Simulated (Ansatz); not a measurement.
Runs of Ansatz 0.2.0 on Ga. It takes space group C2/c (No. 15, monoclinic). Conventional cell: a = 2.766 Å, b = 8.053 Å, c = 3.332 Å, α = 90.00°, β = 92.02°, γ = 90.00°. Ga (site symmetry 2) has 8 Ga at 2.69 to 2.92 Å as nearest neighbours. This isn't the form of Ga at room conditions, which is orthorhombic.

| task | level | spin | cell | k mesh | points for each segment of the path | atoms under strain | gap on the mesh (eV) | pressure (GPa) | relaxed volume (Å³/atom) | largest force (eV/Å) |
| --- | --- | --- | --- | --- | --- | --- | --- | --- | --- | --- |
| band structure | revPBE | off | as given | 10 × 10 × 8 | 14 | - | none | 3.1 | - | 0.21 |
| relaxation of cell and atoms | PBEsol+D4 | off | relaxed | 10 × 10 × 8 | - | - | none | 0.0 | 17.22 | - |
| elastic constants | PBEsol | off | as given | 7 × 7 × 6 | - | relaxed | none | -1.5 | - | - |
| band structure | PBEsol | SOC, no magnetisation | as given | 7 × 7 × 6 | 14 | - | none | -1.5 | - | 0.14 |
| phonons | PBEsol | off | as given | 7 × 7 × 6 | - | - | none | - | - | - |
| relaxation of cell and atoms | RPBE | off | relaxed | 10 × 10 × 8 | - | - | none | 0.0 | 19.89 | - |
| band structure | LDA | off | as given | 10 × 10 × 8 | 14 | - | none | -4.0 | - | (b) |
| relaxation of cell and atoms | PBEsol+D3(BJ) | off | relaxed | 10 × 10 × 8 | - | - | none | 0.0 | 17.10 | - |
| relaxation of cell and atoms | revPBE+D3(BJ) | off | relaxed | 10 × 10 × 8 | - | - | none | 0.0 | 17.84 | - |
| relaxation of cell and atoms | RPBE+D3(BJ) | off | relaxed | 10 × 10 × 8 | - | - | none | 0.0 | (a) | - |
| band structure | RPBE | off | as given | 10 × 10 × 8 | 14 | - | none | 3.6 | - | 0.21 |
| relaxation of cell and atoms | RPBE+D4 | off | relaxed | 10 × 10 × 8 | - | - | none | 0.0 | 17.31 | - |

Alike in all rows: potentials or basis Ansatz PAW; cutoff (eV) 420; smearing fermi-dirac 0.05 eV.

Question: Fill in the values left out.

Answer: (a) 14.98; (b) 0.18.

Caveats: the PAW data sets come from PBE, with cores solved anew for the run's functional, which leaves a small shift of forces and pressure; the plane-wave basis is chosen anew once the cell has moved, so the energies of steps on either side of that aren't comparable (some runs); pairwise dispersion overbinds metals, which lowers pressure and volume (some runs); the elastic tensor has a negative eigenvalue, so either the cell is unstable as it stands or the mesh is too thin (some runs); the volume moved by over 15 % at a fixed basis, so the end points are rough (some runs); the volume moved by -19 % from the deposited cell, more than functionals usually miss (some runs).

A k mesh can miss the band edges, and rows without SOC leave out spin-orbit coupling on Ga.

A gap of «none» marks a metal or a gap under the smearing width.

Runs at the PBE level aren't shown here.
